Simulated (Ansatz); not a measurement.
Input and command of a calculation in Ansatz (plane waves; scalar-relativistic PAW potentials unless the input names others):

```yaml
crystal:
  lattice:
    - [-5.0576143766, -2.9200150218, 4.5408731704]
    - [5.0576143766, -2.9200150218, 4.5408731704]
    - [0.0, 5.8400300436, 4.5408731704]
  atoms:
    - { symbol: Ga, position: [0.3582757816, 0.3534590844, 0.8542333693] }
    - { symbol: Ga, position: [0.3534590844, 0.8542333693, 0.3582757816] }
    - { symbol: Ga, position: [0.8542333693, 0.3582757816, 0.3534590844] }
    - { symbol: Ga, position: [0.6624085686, 0.6624085686, 0.6624085686] }
    - { symbol: Ga, position: [0.1448139526, 0.1494001536, 0.6382300812] }
    - { symbol: Ga, position: [0.1494001536, 0.6382300812, 0.1448139526] }
    - { symbol: Ga, position: [0.6382300812, 0.1448139526, 0.1494001536] }
    - { symbol: Ga, position: [0.1449025726, 0.1449025726, 0.1449025726] }
    - { symbol: Ga, position: [0.642047934, 0.6508479513, 0.1378053116] }
    - { symbol: Ga, position: [0.6508479513, 0.1378053116, 0.642047934] }
    - { symbol: Ga, position: [0.1378053116, 0.642047934, 0.6508479513] }
    - { symbol: Ga, position: [0.3574337576, 0.3574337576, 0.3574337576] }
    - { symbol: Ga, position: [0.8659451677, 0.8609435788, 0.3536991389] }
    - { symbol: Ga, position: [0.8609435788, 0.3536991389, 0.8659451677] }
    - { symbol: Ga, position: [0.3536991389, 0.8659451677, 0.8609435788] }
    - { symbol: O, position: [0.2495461045, 0.4011529032, 0.5982558067] }
    - { symbol: O, position: [0.7447256147, 0.90264359, 0.5801511738], spin: 0.333 }
    - { symbol: O, position: [0.7494667242, 0.407439435, 0.1026825846] }
    - { symbol: O, position: [0.2413481983, 0.8990409199, 0.0989666275] }
    - { symbol: O, position: [0.4011529032, 0.5982558067, 0.2495461045] }
    - { symbol: O, position: [0.8990409199, 0.0989666275, 0.2413481983] }
    - { symbol: O, position: [0.90264359, 0.5801511738, 0.7447256147], spin: 0.333 }
    - { symbol: O, position: [0.407439435, 0.1026825846, 0.7494667242] }
    - { symbol: O, position: [0.5982558067, 0.2495461045, 0.4011529032] }
    - { symbol: O, position: [0.1026825846, 0.7494667242, 0.407439435] }
    - { symbol: O, position: [0.0989666275, 0.2413481983, 0.8990409199] }
    - { symbol: O, position: [0.5801511738, 0.7447256147, 0.90264359], spin: 0.333 }
    - { symbol: O, position: [0.7488996596, 0.5980526341, 0.4041171954] }
    - { symbol: O, position: [0.251161626, 0.0987093698, 0.3985437393] }
    - { symbol: O, position: [0.2428709793, 0.5911128054, 0.9014559422] }
    - { symbol: O, position: [0.732307525, 0.1278665934, 0.8991920198], spin: 0.333 }
    - { symbol: O, position: [0.4041171954, 0.7488996596, 0.5980526341] }
    - { symbol: O, position: [0.9014559422, 0.2428709793, 0.5911128054] }
    - { symbol: O, position: [0.8991920198, 0.732307525, 0.1278665934], spin: 0.333 }
    - { symbol: O, position: [0.3985437393, 0.251161626, 0.0987093698] }
    - { symbol: O, position: [0.5980526341, 0.4041171954, 0.7488996596] }
    - { symbol: O, position: [0.1278665934, 0.8991920198, 0.732307525], spin: 0.333 }
    - { symbol: O, position: [0.0987093698, 0.3985437393, 0.251161626] }
    - { symbol: O, position: [0.5911128054, 0.9014559422, 0.2428709793] }
  host:
    lattice:
      - [2.5288071883, 1.4600075109, 4.5408731704]
      - [-2.5288071883, 1.4600075109, 4.5408731704]
      - [0.0, -2.9200150218, 4.5408731704]
    atoms:
      - { symbol: Ga, position: [0.8558438243, 0.8558438243, 0.8558438243] }
      - { symbol: Ga, position: [0.6441561757, 0.6441561757, 0.6441561757] }
      - { symbol: Ga, position: [0.1441561757, 0.1441561757, 0.1441561757] }
      - { symbol: Ga, position: [0.3558438243, 0.3558438243, 0.3558438243] }
      - { symbol: O, position: [0.75, 0.4468728987, 0.0531271013] }
      - { symbol: O, position: [0.4468728987, 0.0531271013, 0.75] }
      - { symbol: O, position: [0.0531271013, 0.75, 0.4468728987] }
      - { symbol: O, position: [0.25, 0.5531271013, 0.9468728987] }
      - { symbol: O, position: [0.9468728987, 0.25, 0.5531271013] }
      - { symbol: O, position: [0.5531271013, 0.9468728987, 0.25] }
total_charge: 1
basis:
  ecutwfc: 420
  xc_grid: 2
kpoints:
  mp_grid: { grid: [2, 2, 2], shift: [0.5, 0.5, 0.5] }
hamiltonian:
  xc: pbe
scf:
  occupations: { method: fermi_dirac, width: 1.0 }
  max_iter: 60
output:
  forces: true
  eigenvalues: true
magnetization:
  spin_polarized: true
```

```bash
ansatz run input.yaml --threads 4 --pin off --max-ram 10240MiB --backend cpu --events-out ev --progress --plain --runs-dir out
```

Abridged log:
```
Basis set: ecut = 420 eV, 7815 PW (Γ), exchange–correlation on 100×100×100 points (8 copies of the dense FFT grid, shifted against one another)
Bands: 278, of which v1, the nominal top of the filled ones, is band 169 counted from 1 (168 counted from 0)
Symmetry: 3 space group operations
k-points: 2 of 8 (time reversal used)
SCF iter   1: F=—  HF=-70397.949825 eV  |F-HF|=—  |Δ(HF+E_count)|=         —  Δρ=5.88e-2 (↑5.84e-2 ↓5.88e-2) dr2=2.56e1  dr2_m=2.84e-1  M=0.408 μB ∫|m|=0.648 μB  β_m=0.30  ethr=3.10e-3  ⟨swp⟩=6.0  Hψ=4351  notcnv=0
spin=Collinear: Resta preconditioning applied to the charge; magnetization (m = ρ↑ − ρ↓) channel mixes plain (no charge-response kernel on spin).
SCF iter   2: F=—  HF=-70391.788595 eV  |F-HF|=—  |Δ(HF+E_count)|=    6.16e0  Δρ=3.82e-2 (↑3.70e-2 ↓3.82e-2) dr2=1.01e1  dr2_m=1.89e-1  M=0.285 μB ∫|m|=0.492 μB  β_m=0.30  ethr=3.10e-3  ⟨swp⟩=2.0  Hψ=1659  notcnv=0
SCF iter   3: F=—  HF=-70388.009216 eV  |F-HF|=—  |Δ(HF+E_count)|=    3.78e0  Δρ=1.28e-2 (↑1.28e-2 ↓1.07e-2) dr2=9.46e-1  dr2_m=1.17e-1  M=0.227 μB ∫|m|=0.400 μB  β_m=0.30  ethr=2.99e-3  ⟨swp⟩=2.0  Hψ=1738  notcnv=0
SCF iter   4: F=—  HF=-70387.619113 eV  |F-HF|=—  |Δ(HF+E_count)|=   3.90e-1  Δρ=7.22e-3 (↑7.22e-3 ↓5.91e-3) dr2=2.14e-1  dr2_m=7.40e-2  M=0.174 μB ∫|m|=0.320 μB  β_m=0.30  ethr=2.80e-4  ⟨swp⟩=1.2  Hψ=1283  notcnv=0
SCF iter   5: F=—  HF=-70387.629820 eV  |F-HF|=—  |Δ(HF+E_count)|=   1.07e-2  Δρ=4.06e-3 (↑4.05e-3 ↓4.06e-3) dr2=3.10e-2  dr2_m=4.60e-2  M=0.138 μB ∫|m|=0.258 μB  β_m=0.30  ethr=6.34e-5  ⟨swp⟩=2.8  Hψ=2083  notcnv=0
SCF iter   6: F=—  HF=-70387.664592 eV  |F-HF|=—  |Δ(HF+E_count)|=   3.48e-2  Δρ=3.30e-3 (↑3.04e-3 ↓3.30e-3) dr2=1.70e-2  dr2_m=2.89e-2  M=0.109 μB ∫|m|=0.209 μB  β_m=0.30  ethr=9.17e-6  ⟨swp⟩=1.5  Hψ=1403  notcnv=0
SCF iter   7: F=—  HF=-70387.682176 eV  |F-HF|=—  |Δ(HF+E_count)|=   1.76e-2  Δρ=2.26e-3 (↑2.24e-3 ↓2.26e-3) dr2=1.62e-3  dr2_m=1.82e-2  M=0.087 μB ∫|m|=0.170 μB  β_m=0.30  ethr=5.02e-6  ⟨swp⟩=2.0  Hψ=1734  notcnv=0
Mixer restart at iter 7: flushing history
spin-set hold released at iteration 7 (site moments contracting): the magnetisation degrees of freedom join the quasi-Newton model from the next iteration; the mixer history was flushed
SCF iter   8: F=—  HF=-70387.685628 eV  |F-HF|=—  |Δ(HF+E_count)|=   3.45e-3  Δρ=1.81e-3 (↑1.79e-3 ↓1.81e-3) dr2=1.08e-3  dr2_m=1.15e-2  M=0.069 μB ∫|m|=0.138 μB  β_m=0.65  ethr=4.79e-7  ⟨swp⟩=2.0  Hψ=1628  notcnv=0
   ...
SCF iter  10: F=—  HF=-70387.692384 eV  |F-HF|=—  |Δ(HF+E_count)|=   2.38e-4  Δρ=1.15e-4 (↑9.03e-5 ↓1.15e-4) dr2=6.48e-5  dr2_m=2.31e-5  M=0.001 μB ∫|m|=0.007 μB  β_m=0.67  ethr=1.50e-7  ⟨swp⟩=2.0  Hψ=1734  notcnv=0
SCF iter  11: F=—  HF=-70387.691558 eV  |F-HF|=—  |Δ(HF+E_count)|=   8.26e-4  Δρ=9.50e-5 (↑9.50e-5 ↓5.69e-5) dr2=8.64e-5  dr2_m=5.24e-6  M=0.001 μB ∫|m|=0.003 μB  β_m=0.63  ethr=1.92e-8  ⟨swp⟩=2.0  Hψ=1723  notcnv=0
SCF iter  12: F=—  HF=-70387.691553 eV  |F-HF|=—  |Δ(HF+E_count)|=   5.17e-6  Δρ=2.97e-5 (↑1.63e-5 ↓2.97e-5) dr2=4.16e-6  dr2_m=9.50e-7  M=0.000 μB ∫|m|=0.001 μB  β_m=0.61  ethr=1.92e-8  ⟨swp⟩=2.0  Hψ=1417  notcnv=0
SCF iter  13: F=—  HF=-70387.691553 eV  |F-HF|=—  |Δ(HF+E_count)|=   3.00e-7  Δρ=1.11e-5 (↑1.11e-5 ↓6.04e-6) dr2=7.62e-7  dr2_m=1.22e-7  M=0.000 μB ∫|m|=0.001 μB  β_m=0.59  ethr=1.23e-9  ⟨swp⟩=2.0  Hψ=1569  notcnv=0
SCF iter  14: F=—  HF=-70387.691553 eV  |F-HF|=—  |Δ(HF+E_count)|=   3.06e-8  Δρ=5.72e-6 (↑2.55e-6 ↓5.72e-6) dr2=1.76e-7  dr2_m=3.34e-8  M=0.000 μB ∫|m|=0.000 μB  β_m=0.58  ethr=2.26e-10  ⟨swp⟩=2.0  Hψ=1859  notcnv=0
SCF iter  15: F=—  HF=-70387.691553 eV  |F-HF|=—  |Δ(HF+E_count)|=   2.21e-8  Δρ=2.20e-6 (↑1.96e-6 ↓2.20e-6) dr2=1.74e-8  dr2_m=1.22e-8  M=0.000 μB ∫|m|=0.000 μB  β_m=0.79  ethr=2.96e-11  ⟨swp⟩=6.0  Hψ=3338  notcnv=0
SCF iter  16: F=—  HF=-70387.691553 eV  |F-HF|=—  |Δ(HF+E_count)|=   3.27e-8  Δρ=2.14e-6 (↑1.49e-6 ↓2.14e-6) dr2=5.03e-8  dr2_m=1.68e-9  M=0.000 μB ∫|m|=0.000 μB  β_m=0.62  ethr=5.16e-12  ⟨swp⟩=3.0  Hψ=2040  notcnv=0
SCF iter  17: F=-70387.691553 eV  HF=-70387.691553 eV  |F-HF|=5.38e-10  |Δ(HF+E_count)|=   5.36e-9  Δρ=2.79e-7 (↑2.32e-7 ↓2.79e-7) dr2=3.67e-10  dr2_m=1.77e-10  M=0.000 μB ∫|m|=0.000 μB  ethr=5.16e-12  ⟨swp⟩=3.0  Hψ=1854  notcnv=0
SCF 1 converged in 17 iterations: F = -70387.691553 eV  dr2 = 3.67e-10
WARN: the starting moments were not kept: the SCF closed with an absolute magnetisation of 2.1e-5 μB, where they sum to 1.998 μB in size (6 sites). That is at most 0.1 of that sum. Measured as dr2_m measures the in/out step, that magnetisation stands 5.3e-11 eV from none, at or under the dr2_threshold of 1.0e-7 eV: it is no larger than a step whose dr2_m would equal this threshold. The system may hold no moment; this SCF shows only that its start led to no more than that. To try another start: raise the starting moments (crystal.atoms[].spin, magnetization.per_species, magnetization.initial_ma ...
SCF converged after 17 iterations
Magnetization: 0.0000 μB (169.0000 up, 169.0000 down)
Absolute magnetization: 0.0000 μB (∫|ρ↑−ρ↓|, with the PAW one-centre terms)
Spin contamination: 0.0000 ħ² per cell (⟨S²⟩ above its minimum at these occupations)
Per-site moments (μB) at R_I (Å): [(-2.18573854e-8, 0.80012031), (-2.18573856e-8, 0.80012031), (-2.18573855e-8, 0.80012031), (4.18206660e-8, 0.80951796), (-3.63041260e-8, 0.79653651), (-3.63041259e-8, 0.79653651), (-3.63041259e-8, 0.79653651), (-1.26740979e-9, 0.80541927), (5.18578311e-9, 0.78518620), (5.18578331e-9, 0.78518620), (5.18578315e-9, 0.78518620), (1.17240239e-9, 0.80109315), (3.96109899e-9, 0.77624057), (3.96109907e-9, 0.77624057), (3.96109885e-9, 0.77624057), (1.48367255e-8, 0.80109315), (-1.88337872e-6, 0.77624057), (8.58526735e-8, 0.80039493), (4.84015819e-8, 0.79239863), (1.483 ...
Free energy (F): -70387.691553 eV
Harris-Foulkes:  -70387.691553 eV  (|F-HF|=5.38e-10)
Internal energy: -70368.104304 eV  (E = F + TS)
E sigma→0 (E₀):  -70377.897929 eV
Entropy (-TS):   -19.587249 eV (-502.237 meV/atom)
Fermi energy:    9.947861 eV
--- Forces (eV/Å), atoms counted from 1 ---
  atom   1  Ga    -0.14947048    -0.42680690     0.32570446
  atom   2  Ga    -0.29489038     0.34284868     0.32570446
  atom   3  Ga     0.44436086     0.08395822     0.32570446
  atom   4  Ga     0.00000000     0.00000000    -0.47495728
  atom   5  Ga    -0.42182019     0.86954254    -0.51159424
  atom   6  Ga     0.96395603    -0.06946428    -0.51159424
  atom   7  Ga    -0.54213584    -0.80007827    -0.51159424
  atom   8  Ga     0.00000000     0.00000000    -0.32849253
  atom   9  Ga    -0.30270531    -0.68408757     0.69585120
  atom  10  Ga    -0.44108456     0.60419427     0.69585120
  atom  11  Ga     0.74378987     0.07989329     0.69585120
  atom  12  Ga     0.00000000     0.00000000     0.15794441
  atom  13  Ga    -0.28201417     0.17800697    -0.75587929
  atom  14  Ga     0.29516565     0.15522795    -0.75587929
  atom  15  Ga    -0.01315147    -0.33323492    -0.75587929
  atom  16  O     -0.04201742    -0.05291234    -0.15474111
  atom  17  O      0.07039148    -0.12593738     0.04664959
  atom  18  O     -0.00435405     0.19851729     0.02470805
  atom  19  O      0.02406587     0.08280044     0.31029856
  atom  20  O     -0.02481472     0.06284432    -0.15474111
  atom  21  O      0.05967435    -0.06224188     0.31029856
  atom  22  O     -0.14426071     0.00200788     0.04664959
  atom  23  O      0.17409804    -0.09548793     0.02470805
  atom  24  O      0.06683214    -0.00993198    -0.15474111
  atom  25  O     -0.16974400    -0.10302936     0.02470805
  atom  26  O     -0.08374022    -0.02055856     0.31029856
  atom  27  O      0.07386923     0.12392950     0.04664959
  atom  28  O      0.02513747     0.75220767     0.03259681
  atom  29  O      0.05954748    -0.20733203     0.00299867
  atom  30  O     -0.15628289     0.15357107    -0.02985146
  atom  31  O     -0.47022595     0.31153784     0.22842522
  atom  32  O     -0.66399968    -0.35433415     0.03259681
  atom  33  O     -0.05485500    -0.21213049    -0.02985146
  atom  34  O     -0.03468671    -0.56299654     0.22842522
  atom  35  O      0.14978107     0.15523565     0.00299867
  atom  36  O      0.63886222    -0.39787352     0.03259681
  atom  37  O      0.50491266     0.25145870     0.22842522
  atom  38  O     -0.20932855     0.05209639     0.00299867
  atom  39  O      0.21113790     0.05855942    -0.02985146
```

**Question.** What should be changed?

**Answer.** The fault is a smearing of electronvolts (scf.occupations: {"method": "gaussian", "width": 0.01} → {"method": "fermi_dirac", "width": 1.0}, the first being the value of the sound run). Setting it back cures it. The run converged all the same, with an energy at zero smearing 60.97 meV/atom below the reference's, largest force 1.094 eV/Å, no gap on the mesh, so convergence alone doesn't show that an input is right. A reference run on usual settings, whose relaxation ended at this geometry, converged, and the end of its own relaxation has largest force 0.018 eV/Å, gap on the mesh 0.12 eV.

Time: 41 s on 4 threads of Intel(R) Xeon(R) Platinum 8488C (Sapphire Rapids) (shared host), peak memory 2.2 GiB.